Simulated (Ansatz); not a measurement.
# Si (I4/mmm) in Ansatz: reference runs

Aim: a first look at Si with PBEsol, on the cell as given.

Everything below comes from runs of Ansatz 0.2.0. Logs are shortened: lines on timing, memory, paths and dates and some standing lists are left out, and cuts for length are marked.

### Step 1. The structure

It takes space group I4/mmm (No. 139, tetragonal). The conventional cell has a = 6.651 Å, b = 6.651 Å, c = 3.845 Å, α = 90.00°, β = 90.00°, γ = 90.00°. Around Si (site symmetry m2m) lie 4 Si at 2.34 to 2.38 Å.

This isn't the form of Si at room conditions, which is diamond.

### Step 2. Single point, PBEsol

input.yaml

```yaml
crystal:
  lattice:
    - [-3.32544429, 3.32544429, 1.92238566]
    - [3.32544429, -3.32544429, 1.92238566]
    - [3.32544429, 3.32544429, -1.92238566]
  atoms:
    - { symbol: Si, position: [0.82119894, 0.17880106, 0.0] }
    - { symbol: Si, position: [0.17880106, 0.82119894, 0.0] }
    - { symbol: Si, position: [0.82119894, 0.82119894, 0.64239788] }
    - { symbol: Si, position: [0.17880106, 0.17880106, 0.35760212] }
kpoints:
  mp_grid: { grid: [8, 8, 8] }
scf:
  occupations: { method: fermi_dirac, width: 0.05 }
hamiltonian:
  xc: pbesol
  pseudopotentials: { kind: all_electron, lapw: { basis_error: 0.001 } }
output:
  forces: true
  stress: true
  eigenvalues: true
  populations: true
```

Potentials or basis: all-electron LAPW, scalar-relativistic.

Started as:

```bash
$ ansatz run input.yaml --threads 2 --pin off --max-ram 8192MiB --backend cpu --events-out ev --progress --plain --runs-dir out
```

The log of the run:

```text
Warning: RAYON_NUM_THREADS=2 ignored (pool sized by the plan → 2); use --threads N
Si: projections on atomic orbitals take those of the free atom 1s2 2s2 2p6 3s2 3p2, of charge +0.00 (hamiltonian.pseudopotentials.projection_atoms)
LAPW: plane waves up to 7.636 Å⁻¹, error target 1.0e-3 eV per atom; small_component_spin mean_spin; Si in spheres of 1.171 Å, 12 of its electrons in bands, Dirac shells [] (how accurate: hamiltonian.pseudopotentials.lapw.basis_error, Limitations)
Engine: ansatz 0.2.0, x86_64-unknown-linux-gnu
Pseudopotentials: kind: all_electron
Pseudopotential: Si, LAPW, valence charge 12, lapw/all_electron/scalar/gaussian/Si, Koelling and Harmon's equation, gaussian nucleus
Functional definition: PBEsol
  exchange = pbesol_x
  correlation = pbesol_c
Crystal: 4 atoms, lattice volume = 85.035 Å³
Basis set: ecut = 222.15154146272246 eV, 641 PW (Γ), FFT grids on a1+a2, a2, a3, exchange–correlation at level 2
Bands: 29, of which v1, the nominal top of the filled ones, is band 24 counted from 1 (23 counted from 0)
Symmetry: 16 space group operations
Space group: I4/mmm (ITA 139), of the structure as read, at distance tolerance 4.4e-5 Å
k-points: 59 of 512
Non-local potential: Si, projectors of the file, none
Initial density: superposition of atomic densities (chi_scale 0.1, normalization cell)
Initial wavefunctions: plane waves of lowest kinetic energy (no species holds an atomic orbital)
Functional: x = pbesol(κ = 0.804, μ = 0.12345679012345678), c = pbesol(β = 0.046)
iter 1 solved again at ethr=3.39e-3 eV; its pass at ethr=1.00e-1 eV (dr2=1.63e0 eV) is discarded
SCF iter   1: F=—  HF=-31511.889245 eV  |F-HF|=—  |Δ(HF+E_count)|=         —  Δρ=4.08e-2  dr2=1.63e0  ethr=3.39e-3  ⟨swp⟩=2.0  Hψ=12262  notcnv=0
preconditioner: auto → none  [insulator: Δε(μ)=0.470 eV  Ē_g=8.220 eV  σ=0.050 eV  W_gap=0.98  n_scr=16 (ndim 8)  ℏωp=16.1 eV  f_vac=0.006  D(μ)=0.00/eV (n_scr^D=0)  ε∞_Penn≈4.8]
SCF iter   2: F=—  HF=-31511.463318 eV  |F-HF|=—  |Δ(HF+E_count)|=   4.26e-1  Δρ=1.64e-2  dr2=2.09e-1  ethr=3.39e-3  ⟨swp⟩=3.0  Hψ=4855  notcnv=0
iter 3 solved again at ethr=2.71e-5 eV; its pass at ethr=4.35e-4 eV (dr2=1.30e-2 eV) is discarded
SCF iter   3: F=—  HF=-31511.414070 eV  |F-HF|=—  |Δ(HF+E_count)|=   4.92e-2  Δρ=2.94e-3  dr2=1.31e-2  ethr=2.71e-5  ⟨swp⟩=2.0  Hψ=8376  notcnv=0
SCF iter   4: F=—  HF=-31511.410145 eV  |F-HF|=—  |Δ(HF+E_count)|=         —  Δρ=6.94e-4  dr2=3.24e-4  ethr=2.71e-5  ⟨swp⟩=3.0  Hψ=4969  notcnv=0
the basis was enlarged: its passes take 461.8 KiB over the memory plan, 2 of 2 planned eigensolver slots
SCF iter   5: F=—  HF=-31511.410087 eV  |F-HF|=—  |Δ(HF+E_count)|=   5.76e-5  Δρ=7.35e-5  dr2=3.60e-6  ethr=6.75e-7  ⟨swp⟩=3.0  Hψ=4724  notcnv=0
SCF iter   6: F=—  HF=-31511.410089 eV  |F-HF|=—  |Δ(HF+E_count)|=   2.46e-6  Δρ=1.17e-5  dr2=1.03e-7  ethr=7.51e-9  ⟨swp⟩=3.0  Hψ=4800  notcnv=0
SCF iter   7: F=-31511.410090 eV  HF=-31511.410090 eV  |F-HF|=8.11e-10  |Δ(HF+E_count)|=   1.90e-7  Δρ=1.90e-6  dr2=3.29e-9  ethr=2.14e-10  ⟨swp⟩=3.1  Hψ=4909  notcnv=0
SCF 1 converged in 7 iterations: F = -31511.410090 eV  dr2 = 3.29e-9
SCF converged after 7 iterations
Free energy (F): -31511.410090 eV
Harris-Foulkes:  -31511.410090 eV  (|F-HF|=8.11e-10)
Internal energy: -31511.409550 eV  (E = F + TS)
E sigma→0 (E₀):  -31511.409820 eV
Entropy (-TS):   -0.000540 eV (-0.135 meV/atom)
Fermi energy:    7.013908 eV
--- Per-component energies (eV) ---
  E_band       = -2977.313641
  E_kinetic    = 31591.906421
  E_xc         = -2212.400674
  E_electrostatic = -60890.915297  (all electrons and nuclei)
  E_smearing   = -0.000540  (= −TS)
  E_closure    = 0.000000  (closes the sum)
  E_atoms      = -31488.843489  (free atoms, spherical and without spin; not in F)
  Σ components = -31511.410090   (vs F -31511.410090, Δ=0.00e0)
  Basis errors (estimates in eV, not in F): energy 4.5e-4 per atom: plane waves 4.3e-4 (2.6e-4 summed), levels above the bands 2.5e-29, relativity 7.9e-9, radial functions 2.1e-5, core shells 1.6e-13; eigenvalues (radial functions only) 6.6e-7; not estimated: angular momenta, meshes, grids; target (lapw.basis_error) 1.0e-3; muffin-tin radii Si 1.171 Å
--- Forces (eV/Å), atoms counted from 1 ---
  atom   1  Si    -0.00974528     0.00974528     0.00000000
  atom   2  Si     0.00974528    -0.00974528     0.00000000
  atom   3  Si     0.00974528     0.00974528     0.00000000
  atom   4  Si    -0.00974528    -0.00974528     0.00000000
  max |Σ_I F_I| component: 2.43e-17 eV/Å
--- Stress (GPa, compression-positive) ---
       -0.343210       0.000000       0.000000
        0.000000      -0.343210       0.000000
        0.000000       0.000000      -0.432276
  P = ⅓ Tr σ = -0.3729 GPa (-3.729 kbar)
--- Band table (eV; the first three rows and the last of 59) ---
  k-point 0: bands = ["-126.6927", "-126.6894", "-126.6869", "-126.6869", "-82.9765", "-82.9742", "-82.9742", "-82.9731", "-82.9687", "-82.9687", "-82.9622", "-82.9587", "-82.9550", "-82.9550", "-82.9491", "-82.9470", "-5.1335", "-0.8903", "1.3491", "1.3491", "3.1425", "5.4424", "5.4424", "6.3750", "8.3127", "8.4730", "8.4730", "9.1911", "9.1911"]
  k-point 1: bands = ["-126.6926", "-126.6896", "-126.6869", "-126.6868", "-82.9769", "-82.9747", "-82.9738", "-82.9725", "-82.9687", "-82.9687", "-82.9624", "-82.9593", "-82.9550", "-82.9546", "-82.9491", "-82.9471", "-5.0474", "-1.2436", "1.3696", "1.4167", "3.5807", "5.3434", "5.4217", "5.8683", "8.0521", "8.5850", "8.9814", "9.0741", "9.2532"]
  k-point 2: bands = ["-126.6923", "-126.6901", "-126.6869", "-126.6866", "-82.9774", "-82.9753", "-82.9729", "-82.9714", "-82.9687", "-82.9687", "-82.9628", "-82.9605", "-82.9548", "-82.9539", "-82.9488", "-82.9473", "-4.7953", "-1.9948", "1.4502", "1.6046", "4.4260", "5.0376", "5.1441", "5.3731", "7.6690", "8.8488", "8.9458", "9.2999", "10.3646"]
  k-point 58: bands = ["-126.6910", "-126.6910", "-126.6885", "-126.6852", "-82.9792", "-82.9740", "-82.9740", "-82.9698", "-82.9676", "-82.9649", "-82.9645", "-82.9613", "-82.9613", "-82.9501", "-82.9481", "-82.9481", "-2.9211", "-2.9211", "-2.2410", "1.8746", "3.9826", "6.7153", "6.9381", "6.9381", "7.2298", "10.1073", "10.3886", "10.9189", "11.3861"]
--- Löwdin populations: 4 sites ---
  site symbol       q [e]
     0     Si     13.9610
     1     Si     13.9610
     2     Si     13.9610
     3     Si     13.9610
  spilling = 0.002787 (of n_electrons = 56.000000)
```

Wall time 5.8 s (2 threads of Intel Xeon 6975P-C (Granite Rapids), shared host); peak memory 0.41 GiB.

Results:

```
Free energy            : -31511.4101 eV
Pressure               : -0.4 GPa
Largest force          : 0.014 eV/Å
Band gap on the k mesh : 0.16 eV, indirect (least direct gap 0.29 eV)
```

Forces on the atoms (eV/Å):
```
Si  -0.010  0.010  0.000
Si   0.010 -0.010  0.000
Si   0.010  0.010  0.000
Si  -0.010 -0.010  0.000
```

Stress tensor (GPa, compression positive):
```
-0.34  0.00  0.00
 0.00 -0.34  0.00
 0.00  0.00 -0.43
```

A k mesh can miss the band edges.

### Step 3. Equation of state, PBEsol

Potentials or basis: all-electron LAPW, scalar-relativistic.

No new run: the results of the series are fitted here.

Results:

```
Equilibrium volume                        : 21.16 Å³/atom
Bulk modulus at fixed shape and positions : 86 GPa
Pressure derivative of the bulk modulus   : 4.2
```

Energy against volume, from the lowest point:
| volume (Å³/atom) | energy (meV/atom) |
| --- | --- |
| 19.983 | 19.46 |
| 20.409 | 7.62 |
| 20.834 | 1.32 |
| 21.259 | 0.00 |
| 21.684 | 3.18 |
| 22.109 | 10.37 |
| 22.534 | 21.25 |

Caveat: the cell was scaled at fixed shape and fractional positions, which overstates the stiffness of a crystal with free parameters, most of all of layers and chains.
